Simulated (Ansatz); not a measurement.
**Pressure against volume: NaI**

```xyz
2
Lattice="0.0000 3.5814 3.5814 3.5814 0.0000 3.5814 3.5814 3.5814 0.0000" Properties=species:S:1:pos:R:3 pbc="T T T"
Na    0.0000    0.0000    0.0000
I     1.7907    1.7907    1.7907
```

The structure comes from a relaxation in the same program, started in the zincblende type, and has space group F-43m. Whether it is a known phase or the ground state wasn't checked.

No spin–orbit coupling, which matters for the heavy atoms here.

All numbers are computed: DFT, PBE, all-electron LAPW, scalar-relativistic (Ansatz 0.2.0); DFT, PBE, PAW with Ansatz's default frozen-core files, scalar-relativistic (Ansatz 0.2.0).

For LAPW: a Γ-centred 10×10×10 k mesh, Fermi–Dirac smearing of 0.05 eV, basis error target 1 meV/atom, no spin polarisation. PAW takes a cutoff of 420 eV at this cell. The Ansatz runs share mesh, smearing and spin set-up. Plane-wave (PAW) pressures include the program's estimate of the Pulay term.

The cell above is scaled evenly, with fractional coordinates and shape held.

(1) Estimate the equilibrium volume and bulk modulus that LAPW (all electrons) gives for this fixed shape.

Answers

(1) V0 = 45.99 Å³/atom, B0 = 11 GPa, B0′ = 4.5, from a third-order Birch–Murnaghan fit to these pressures:
```
V/V(cell)  V (Å³/atom)  P, LAPW (GPa)  P, PAW (GPa)  gap on the k mesh, LAPW (eV)  free energy over the lowest listed, PAW (meV/atom)
   0.9600       44.098           0.49          0.48                          3.84                                                 2.7
   0.9800       45.017           0.24          0.23                          3.80                                                 0.7
   1.0000       45.936           0.01          0.01                          3.77                                                 0.0
   1.0200       46.854          -0.19         -0.20                          3.74                                                 0.6
   1.0400       47.773          -0.37         -0.38                          3.71                                                 2.2
```
